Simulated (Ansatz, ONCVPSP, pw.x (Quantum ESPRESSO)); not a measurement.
**What a changed setting does to a pw.x run (fcc Ba)**

Potential: optimised norm-conserving Vanderbilt (ONCV), ONCVPSP 4.0.1, PBE; core [Kr] 4d10, reference 5s2 5p6 6s2; waves: 5s+6s: rc 2.60 bohr, ncon 4, nbas 7, qcut 3.9 1/bohr, 2 projectors; 5p: rc 2.30 bohr, ncon 4, nbas 8, qcut 5.4 1/bohr, 2 projectors, debl 1.1 Ha; d scattering state at 0.12 Ha: rc 2.40 bohr, ncon 4, nbas 9, qcut 4.7 1/bohr, 2 projectors, debl 3.8 Ha; local part: polynomial inside 2.25 bohr (lpopt 3, dvloc0 -1 Ha); core correction: none. In the d channel the program set the typed energies aside and used 0.050, 3.850 Ha.

The reference run (k-mesh 9³, cutoffs 35/140 Ry, Fermi–Dirac 0.01 Ry, mixing_beta 0.4, conv_thr 1e-9, no spin) gives 0.02 GPa at 64.378 Å³/atom, where all-electron LAPW gives 0.00 GPa. This run, with its own iteration cap, changes mixing_mode to local-TF.

```
&control
  calculation='scf', prefix='x', pseudo_dir='./', outdir='./tmp', tstress=.true., disk_io='none'
/
&system
  ibrav=0, nat=1, ntyp=1, ecutwfc=35, ecutrho=140, nbnd=12,
  occupations='smearing', smearing='fd', degauss=0.01
/
&electrons
  conv_thr=1e-09, mixing_beta=0.4, electron_maxstep=50, mixing_mode='local-TF'
/
ATOMIC_SPECIES
Ba 1.0 Ba.UPF
CELL_PARAMETERS angstrom
  0.00000000 3.18104023 3.18104023
  3.18104023 0.00000000 3.18104023
  3.18104023 3.18104023 0.00000000
ATOMIC_POSITIONS crystal
Ba 0.0000 0.0000 0.0000
K_POINTS automatic
9 9 9 0 0 0
```

```bash
pw.x < Ba.scf.in > Ba.scf.out
```

Problem. How does the run end?

Solution. It converges in 6 iterations; the free energy moves by +0.0 meV/atom and the pressure by +0.00 GPa. The result is that of the reference run.

```
Message from routine setup:
     using ibrav=0 with symmetry is DISCOURAGED, use correct ibrav instead
     lattice parameter (alat)  =       8.5013  a.u.
     unit-cell volume          =     434.4443 (a.u.)^3
     number of electrons       =        10.00
     number of Kohn-Sham states=           12
     kinetic-energy cutoff     =      35.0000  Ry
     charge density cutoff     =     140.0000  Ry
     scf convergence threshold =      1.0E-09
     Exchange-correlation= PBE
     number of k points=    35  Fermi-Dirac smearing, width (Ry)=  0.0100
     iteration #  1     ecut=    35.00 Ry     beta= 0.40
     total energy              =     -51.38261598 Ry
     estimated scf accuracy    <       0.00093418 Ry
     iteration #  2     ecut=    35.00 Ry     beta= 0.40
     total energy              =     -51.38263071 Ry
     estimated scf accuracy    <       0.00048426 Ry
     iteration #  3     ecut=    35.00 Ry     beta= 0.40
     total energy              =     -51.38265949 Ry
     estimated scf accuracy    <       0.00000703 Ry
     iteration #  4     ecut=    35.00 Ry     beta= 0.40
     total energy              =     -51.38266030 Ry
     estimated scf accuracy    <       0.00000036 Ry
     iteration #  5     ecut=    35.00 Ry     beta= 0.40
     total energy              =     -51.38266038 Ry
     estimated scf accuracy    <       0.00000002 Ry
     iteration #  6     ecut=    35.00 Ry     beta= 0.40
     the Fermi energy is     5.6813 ev
!    total energy              =     -51.38266038 Ry
     estimated scf accuracy    <          5.9E-10 Ry
     smearing contrib. (-TS)   =      -0.00780125 Ry
     The total energy is F=E-TS. E is the sum of the following terms:
     one-electron contribution =     -14.98277940 Ry
     hartree contribution      =       9.01633870 Ry
     xc contribution           =      -7.27302318 Ry
     ewald contribution        =     -38.13539525 Ry
     convergence has been achieved in   6 iterations
          total   stress  (Ry/bohr**3)                   (kbar)     P=        0.16
     Message from routine punch:
     Nothing written, as per user request (disk_io='none')
```

The run took about 7.7 s on one core of a shared host (Intel(R) Xeon(R) Platinum 8375C CPU @ 2.90GHz, 64 threads, 248 GiB, load 33).
